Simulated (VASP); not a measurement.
The system is KCl.

```
K Cl
1.0
     3.83920    0.00000    0.00000
     0.00000    3.83920    0.00000
     0.00000    0.00000    3.83920
K Cl
1 1
Direct
  0.00000 0.00000 0.00000
  0.50000 0.50000 0.50000
```

Measurements of this composition are mostly on another form, of space group No. 225.

Base run:

```yaml
Program: VASP 6.6.1
Functional: r2SCAN
Potentials_or_basis: VASP PAW PBE potentials, release 64 (K_sv, Cl)
Cutoff: 520 eV
k_mesh: 8 × 8 × 8
Occupations: gaussian, width 0.02 eV
Spin: no spin polarisation
```

Its results: band gap on the k mesh 5.56 eV, indirect (least direct gap 5.77 eV); pressure -1.0 GPa.

Problem. The run is repeated on the same cell with these changes: functional from r2SCAN to LDA; potentials or basis from VASP PAW PBE potentials, release 64 (K_sv, Cl) to VASP PAW LDA potentials, release 64 (K_sv, Cl). What comes out?

Solution. Band gap on the k mesh 4.37 eV, indirect (least direct gap 4.58 eV); pressure -3.1 GPa.

Caveats: the PAW data sets were made with another functional, which shifts forces and pressure a little (some runs).
